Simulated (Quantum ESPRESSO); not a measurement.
TaN: single point with PBE

Crystal: TaN.

```xyz
4
Lattice="2.9218 0.0000 0.0000 -1.4609 2.5303 0.0000 0.0000 0.0000 5.9165" Properties=species:S:1:pos:R:3 pbc="T T T"
Ta    0.0000    0.0000    2.9583
Ta    0.0000    0.0000    0.0000
N     0.0000    1.6869    1.4791
N     1.4609    0.8434    4.4374
```

The cell comes from a database or a generator and needn't be the stable form of this composition.

```json
{"Program": "Quantum ESPRESSO 7.5", "Task": "single point", "Functional": "PBE", "Potentials or basis": "SSSP 1.3 efficiency PBE", "Cutoff": "816 eV", "Density cutoff": "6531 eV", "k mesh": "10 × 10 × 5", "Occupations": "fermi-dirac, width 0.05 eV", "Spin": "no spin polarisation"}
```

| Item | Value |
| --- | --- |
| Pressure | -1.4 GPa |
| Band gap on the k mesh | none (metal or under the smearing width) |

Stress tensor (GPa, compression positive):
```
-1.43  0.00  0.00
 0.00 -1.43  0.00
 0.00  0.00 -1.35
```

Levels at points of the mesh, in eV from the Fermi level:
```tsv
k point	band 16	band 17	band 18	band 19	band 20	band 21
(0.00, 0.00, 0.00)	-2.01	-2.01	-0.22	-0.22	0.56	0.56
(0.00, -0.50, 0.00)	-3.69	-2.82	-2.11	2.84	3.93	4.80
```

Run time: 46 s on 1 thread of Intel(R) Xeon(R) Platinum 8488C (Sapphire Rapids), on a shared host, peak memory 0.41 GiB.

Spin-orbit coupling is left out, which matters for the levels of Ta.
